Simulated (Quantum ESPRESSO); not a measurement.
AgCl (Chlorargyrite):

```
Ag Cl
1.0
     0.00000    2.73500    2.73500
     2.73500    0.00000    2.73500
     2.73500    2.73500    0.00000
Ag Cl
1 1
Direct
  0.00000 0.00000 0.00000
  0.50000 0.50000 0.50000
```

Base run:

* Program: Quantum ESPRESSO 7.5
* Functional: AM05
* Potentials or basis: SG15 PBE 1.2
* Cutoff: 952 eV
* Density cutoff: 3810 eV
* k mesh: 8 × 8 × 8
* Occupations: fermi-dirac, width 0.05 eV
* Spin: no spin polarisation

Its results: band gap on the k mesh 0.78 eV, indirect (least direct gap 3.23 eV); pressure 0.7 GPa.

Q: The run is repeated on the same cell with these changes: functional from AM05 to PBE. What comes out?

A: Band gap on the k mesh 0.96 eV, indirect (least direct gap 3.36 eV); pressure 4.2 GPa.

PBE binds less tightly than AM05, so the same cell stands under more pressure.

Caveats: this potential file gives levels or pressures that part from those of other sets; the potentials were made for another functional, which shifts forces and pressure (some runs).
